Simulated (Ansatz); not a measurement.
BP (zincblende): G0W0 against its settings

BP built on the zincblende prototype, relaxed with r2SCAN; one-shot G0W0 in Ansatz without spin-orbit coupling. Calculated for a static, non-magnetic cell.

```
B P
1.0
     0.00000    2.26832    2.26832
     2.26832    0.00000    2.26832
     2.26832    2.26832    0.00000
B P
1 1
Direct
  0.00000 0.00000 0.00000
  0.25000 0.25000 0.25000
```

Gaps are read over the mesh points alone. G0W0 values are finite-basis, finite-mesh values.
```csv
start,potentials,frequency model,mesh,empty bands,screening cutoff (eV),Kohn-Sham gap (eV),G0W0 gap (eV),rough cost
PBE,PAW,contour deformation,6×6×6,37,80,1.33,1.83,7 core-seconds
PBE,PAW,contour deformation,6×6×6,87,140,1.33,1.97,18 core-seconds
PBE,PAW,contour deformation,6×6×6,161,210,1.33,2.03,60 core-seconds
HSE06,PAW,contour deformation,6×6×6,87,140,2.06,2.27,40 core-seconds
LDA,PAW,contour deformation,6×6×6,87,140,1.30,1.95,18 core-seconds
r2SCAN,PAW,contour deformation,6×6×6,87,140,1.50,2.09,25 core-seconds
PBE,PAW,Godby-Needs pole,6×6×6,87,140,1.33,1.94,17 core-seconds
PBE,PAW,contour deformation,8×8×8,37,80,1.27,1.82,28 core-seconds
PBE,norm-conserving,contour deformation,6×6×6,87,140,1.34,1.97,40 core-seconds
```

G0W0 moves the gap on the mesh from 1.33 eV (PBE) to 2.03 eV (Γ to X). Renormalisation factors Z lie between 0.76 and 0.81.

Raising bands and cutoff together moves the gap by +0.14 eV (80 to 140 eV), then +0.06 eV (140 to 210 eV); the last step is still large, so the basis limit isn't reached. Starting from HSE06 (2.06 eV against PBE's 1.33 eV) gives 2.27 eV, +0.30 eV from G0W0@PBE at the same screening cutoff. Starting from LDA (1.30 eV against PBE's 1.33 eV) gives 1.95 eV, -0.02 eV from G0W0@PBE at the same screening cutoff. Starting from r2SCAN (1.50 eV against PBE's 1.33 eV) gives 2.09 eV, +0.12 eV from G0W0@PBE at the same screening cutoff. The Godby-Needs plasmon pole differs from contour deformation by -0.03 eV. An 8×8×8 mesh in place of 6×6×6 changes the opening over PBE by +0.05 eV (the gap on the mesh by -0.01 eV, the PBE gap by -0.06 eV). Norm-conserving potentials (wave cutoff 1116 eV against 420 eV) shift the quasiparticle gap by 0.00 eV and the PBE gap by +0.01 eV. r2SCAN runs take a wave cutoff of 500 eV.
